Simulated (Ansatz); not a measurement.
# Si: the cost of one run

Program: Ansatz 0.2.0. PAW datasets, plane waves, zero pressure. Spin-unpolarised throughout. Whether this structure exists isn't addressed.

## Step 1: The system as given

This is the cell as the run starts from it, not yet at rest; its lengths are not the crystal's.

The symmetry is P6_3/mmc (No. 194, hexagonal); a = 3.625 Å, c = 11.840 Å in the conventional setting, 16.84 Å³ an atom. Si has 4 Si at 2.22 Å.

Coordinates:

```xyz
8
Lattice="3.6252 0.0000 0.0000 -1.8126 3.1396 0.0000 0.0000 0.0000 11.8400" Properties=species:S:1:pos:R:3 pbc="T T T"
Si    0.0000    0.0000    0.0000
Si    0.0000    2.0930    2.9600
Si    0.0000    0.0000    5.9200
Si    1.8126    1.0465    8.8800
Si    0.0000    0.0000    2.2200
Si    0.0000    2.0930    5.1800
Si    0.0000    0.0000    8.1400
Si    1.8126    1.0465   11.1000
```

## Step 2: Relaxing with PBE

File input.yaml:

```yaml
crystal:
  lattice:
    - [3.6252448193, 0.0, 0.0]
    - [-1.8126224097, 3.1395541085, 0.0]
    - [0.0, 0.0, 11.8400495799]
  atoms:
    - { symbol: Si, position: [0.0, 0.0, 0.0] }
    - { symbol: Si, position: [0.3333333333, 0.6666666667, 0.25] }
    - { symbol: Si, position: [0.0, 0.0, 0.5] }
    - { symbol: Si, position: [0.6666666667, 0.3333333333, 0.75] }
    - { symbol: Si, position: [0.0, 0.0, 0.1875] }
    - { symbol: Si, position: [0.3333333333, 0.6666666667, 0.4375] }
    - { symbol: Si, position: [0.0, 0.0, 0.6875] }
    - { symbol: Si, position: [0.6666666667, 0.3333333333, 0.9375] }
kpoints:
  mp_grid: { grid: [12, 12, 2] }
hamiltonian:
  xc: pbe
scf:
  occupations: { method: fermi_dirac, width: 0.02 }
relax:
  f_tol: 0.005
  cell: {}
```

Run with:

```bash
ansatz run input.yaml --threads 2 --pin off --max-ram 29491MiB --backend cpu --events-out ev --progress --plain --runs-dir out
```

What time and memory should one allow on 2 threads of AMD EPYC 7R13 (Zen 3), shared host?

About 21 s, with a peak of 0.61 GiB.
